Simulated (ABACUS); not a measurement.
## P under changes of volume

One of the cells (20.458 Å³/atom); the others are scaled copies at fixed shape and fractional positions:

```xyz
4
Lattice="1.6477 -5.4650 0.0000 1.6477 5.4650 0.0000 0.0000 0.0000 4.5436" Properties=species:S:1:pos:R:3 pbc="T T T"
P     1.6477   -4.4173    2.6754
P     1.6477    4.4173    1.8683
P     1.6477   -1.0477    0.4035
P     1.6477    1.0477    4.1401
```

| Property | Result |
| --- | --- |
| Program | ABACUS 3.10.1 |
| Functional | PBEsol |
| Potentials or basis | PseudoDojo NC SR 0.4.1 PBEsol standard |
| Cutoff | 599 eV |
| Density cutoff | 2395 eV |
| Basis | plane waves |
| k mesh | 8 × 8 × 6 |
| Occupations | fermi-dirac, width 0.05 eV |
| Spin | no spin polarisation |

```tsv
volume (Å³/atom)	energy over the lowest point (meV/atom)	pressure (GPa)	gap on the mesh (eV)	largest force (eV/Å)
19.230	14.00	4.6	0.05	0.859
19.639	4.83	2.6	0.04	0.653
20.049	0.32	0.9	0.02	0.464
20.458	0.00	-0.6	0.01	0.296
20.867	3.43	-2.0	0.04	0.164
21.276	10.22	-3.3	0.07	0.145
21.685	?	?	?	?
```

Task: What does the run at 21.685 Å³/atom give?

Result: Energy over the lowest point 20.04 meV/atom; pressure -4.4 GPa; gap on the mesh 0.11 eV; largest force 0.245 eV/Å.

Worked out: A Birch-Murnaghan fit of order 3 (a polynomial in V^(-2/3)) to the other rows has its minimum at 20.28 Å³/atom with B0 = V·E''(V) = 76 GPa and B' = 4.4 at fixed shape and positions, which overstates the stiffness. It gives 20.03 meV/atom at 21.685 Å³/atom, against the run's 20.04, and -dE/dV = -4.4 GPa, against -4.4.

Energies are extrapolated to zero smearing.

A mesh can miss the band edges.
